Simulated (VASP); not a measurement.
VASP ran on this input.

File KPOINTS:
```
kpoints
0
Gamma
7 7 4
```

**POSCAR**
```
InN
1.0
  1.7700000000  -3.0657300000   0.0000000000
  1.7700000000   3.0657300000   0.0000000000
  0.0000000000   0.0000000000   5.7000000000
In N
2 2
Cartesian
  1.7700000000  -1.0219120438   2.8500000000
  1.7700000000   1.0219120438   0.0000000000
  1.7700000000  -1.0219120438   5.0103000000
  1.7700000000   1.0219120438   2.1603000000
```

INCAR:
```
! general
SYSTEM   =  InN
PREC     =  Accurate
ENCUT    =  520   ! plane-wave cut-off (eV)
LREAL    =  F
LASPH    =  T   ! aspherical one-centre terms

! electronic loop
EDIFF    =  1E-6
NELM     =  100
ALGO     =  Fast   ! Davidson, then RMM-DIIS
LMAXMIX  =  4   ! l cut-off of mixed one-centre charges

! smearing
ISMEAR   =  0   ! Gaussian
SIGMA    =  0.05

! functional
GGA      =  PE

! ions
ISIF     =  2   ! forces and stress, cell fixed

! output
LWAVE    =  F
LCHARG   =  F
```

POTCAR, in this order: In_d N (PBE.64 set). Program: vasp_std.

Q: Translate this PBE calculation to Quantum ESPRESSO's pw.x.

A: One equivalent input (not run):
```
&CONTROL
  calculation = 'scf'
  pseudo_dir = './pseudo'
  outdir = './out'
  tprnfor = .true.
  tstress = .true.
/
&SYSTEM
  ibrav = 0
  nat = 4
  ntyp = 2
  ecutwfc = 84
  occupations = 'smearing'
  smearing = 'gaussian'
  degauss = 0.003675
  input_dft = 'pbe'
/
&ELECTRONS
  conv_thr = 7.3e-08
  electron_maxstep = 100
/
ATOMIC_SPECIES
  In 114.818 In.upf
  N 14.007 N.upf
CELL_PARAMETERS angstrom
     1.7700000   -3.0657300    0.0000000
     1.7700000    3.0657300    0.0000000
     0.0000000    0.0000000    5.7000000
ATOMIC_POSITIONS crystal
  In   0.6666670  0.3333330  0.5000000
  In   0.3333330  0.6666670  0.0000000
  N    0.6666670  0.3333330  0.8790000
  N    0.3333330  0.6666670  0.3790000
K_POINTS automatic
  7 7 4 0 0 0
```
Limits of the translation: the potentials are each code's own (VASP's PAW set, PseudoDojo norm-conserving files in pw.x), so ENCUT and ecutwfc are chosen apart and not converted; conv_thr bounds pw.x's estimated SCF error, while EDIFF bounds the energy change between steps.

The compound is InN in the wurtzite structure. The cell was not relaxed at this level. The run is one of a series of settings (ALGO = Fast against the base run), some of them coarse on purpose.
